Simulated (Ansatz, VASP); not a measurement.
KF (Carobbiite) in VASP and in Ansatz

```
K F
1.0
     0.00000    2.65879    2.65879
     2.65879    0.00000    2.65879
     2.65879    2.65879    0.00000
K F
1 1
Direct
  0.00000 0.00000 0.00000
  0.50000 0.50000 0.50000
```

Alike in both runs: task single point; functional r2SCAN; k mesh 8 × 8 × 8; no spin polarisation.

|  | VASP | Ansatz |
| --- | --- | --- |
| version | VASP 6.6.1 | Ansatz 0.2.0 |
| potentials or method | VASP PAW PBE potentials, release 64 (K_sv, F) | PAW with Ansatz's default frozen-core files, scalar-relativistic |
| plane-wave cutoff (eV) | 520 | 500 |
| occupations | gaussian, width 0.01 eV | fixed |
| valence electrons in the cell | 16 | 16 |

|  | VASP | Ansatz | Ansatz less VASP |
| --- | --- | --- | --- |
| gap on the k mesh at the Fermi level (eV) | 6.91 | 6.91 | +0.001 |
| pressure (GPa) | 0.0 | 0.0 | +0.04 |

Caveats: the PAW data sets were made with another functional, which shifts forces and pressure a little (VASP). A k mesh can miss the band edges. r2SCAN opens gaps a little over a GGA but as a rule still falls short of measured ones.
